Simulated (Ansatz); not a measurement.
# SnO2: the cost of one run

Program: Ansatz 0.2.0. Level of theory: DFT PBE, scalar-relativistic, plane waves, PAW. These are calculated values, not measurements.

4 further runs of the same task are left out: 4 set aside as unsound or not needed.

### 1 The structure to begin with

The cell holds 24 atoms (O16ScSn7): a = 6.827 Å, b = 6.827 Å, c = 8.077 Å, α = 115.00°, β = 115.00°, γ = 90.00°.

As a file:

```
CELL_PARAMETERS angstrom
4.82719 -4.82719 0.00000
4.82719 4.82719 0.00000
-4.82719 0.00000 6.47630
ATOMIC_POSITIONS crystal
Sc 0.12500 0.62500 0.25000
Sn 0.37500 0.87500 0.75000
Sn 0.62500 0.12500 0.25000
Sn 0.87500 0.37500 0.75000
Sn 0.00000 0.00000 0.00000
Sn 0.25000 0.25000 0.50000
Sn 0.50000 0.50000 0.00000
Sn 0.75000 0.75000 0.50000
O 0.81842 0.62500 0.25000
O 0.06842 0.87500 0.75000
O 0.31842 0.12500 0.25000
O 0.56842 0.37500 0.75000
O 0.43158 0.62500 0.25000
O 0.68158 0.87500 0.75000
O 0.93158 0.12500 0.25000
O 0.18158 0.37500 0.75000
O 0.00000 0.30658 0.00000
O 0.25000 0.55658 0.50000
O 0.50000 0.80658 0.00000
O 0.75000 0.05658 0.50000
O 0.00000 0.69342 0.00000
O 0.25000 0.94342 0.50000
O 0.50000 0.19342 0.00000
O 0.75000 0.44342 0.50000
```

The host was relaxed before at PBE: a = 4.827 Å, b = 4.827 Å, c = 3.238 Å, α = 90.00°, β = 90.00°, γ = 90.00° (conventional cell), 12.576 Å³/atom.

Places, in fractions of the supercell: Sc in place of Sn at (0.125, 0.625, 0.250). The start keeps the symmetry of the ideal site.

### 2 Band edges of the host over the zone

Contents of input.yaml:

```yaml
crystal:
  lattice:
    - [4.8271899921, 0.0, 0.0]
    - [0.0, 4.8271899921, 0.0]
    - [0.0, 0.0, 3.2381523551]
  atoms:
    - { symbol: Sn, position: [0.5, 0.5, 0.5] }
    - { symbol: Sn, position: [0.0, 0.0, 0.0] }
    - { symbol: O, position: [0.1934234794, 0.8065765206, 0.5] }
    - { symbol: O, position: [0.8065765206, 0.1934234794, 0.5] }
    - { symbol: O, position: [0.3065765206, 0.3065765206, 0.0] }
    - { symbol: O, position: [0.6934234794, 0.6934234794, 0.0] }
basis:
  ecutwfc: 420
  xc_grid: 2
kpoints:
  mp_grid: { grid: [6, 6, 8] }
  band_path: { path: [VBM, CBM], npoints: 2 }
hamiltonian:
  xc: pbe
scf:
  occupations: { method: gaussian, width: 0.02 }
output:
  forces: true
  stress: true
  eigenvalues: true
```

Command:

```console
$ ansatz run input.yaml --threads 8 --pin off --max-ram 16384MiB --backend cpu --events-out ev --progress --plain --runs-dir out
```

**Question.** How long does this run take on 8 threads of Intel Xeon 6975P-C (Granite Rapids), shared host, and how much memory does it need?

About 1.4 s, with a peak of 0.54 GiB.
